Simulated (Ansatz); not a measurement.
The parent structure is ZrO₂ (space group P4_2/nmc, No. 137; a = 3.621 Å, c = 5.284 Å). Axes: x, y, z lie along a, b, c of the conventional cell.

Computed with PBE (Ansatz, a program for electronic structure, PAW, without spin-orbit coupling), earlier PAW set.

For the base:

The width of the top valence band is 0.87 eV, the electron mass is 2.3 mₑ along c, 0.61 mₑ across (at Γ) and the band gap is 4.04 eV. The gap character is indirect, k = (0.222, 0.222, 0) in the run's primitive reciprocal basis → Γ.

The change: biaxial strain −1.39 %, plane normal [001], relaxed out of plane (Cartesian); in-plane vectors clamped, the third vector and the atoms free.

Problem. How does this affect the width of the top valence band?

Solution. The width of the top valence band goes up by 0.02 eV, from 0.87 eV to 0.89 eV.

Problem. How does this affect the electron mass?

Solution. The electron mass becomes 2.3 mₑ out of plane, 0.64 mₑ in plane (at Γ) (base: 2.3 mₑ along c, 0.61 mₑ across (at Γ)).

Problem. What happens to the ratio −ε⊥/ε∥?

Solution. The ratio −ε⊥/ε∥ comes out as 0.47.

Problem. Predict the new band gap.

Solution. The band gap grows by 0.13 eV, from 4.04 eV to 4.17 eV.

Problem. Predict the new gap character.

Solution. The gap character changes from indirect, k = (0.222, 0.222, 0) in the run's primitive reciprocal basis → Γ to indirect, Z → Γ.

Masses are band curvatures over ±0.01 Å⁻¹ around the edge. Whether these cells are dynamically stable was not tested. This is not the structure that ZrO2 has at room temperature and ambient pressure.
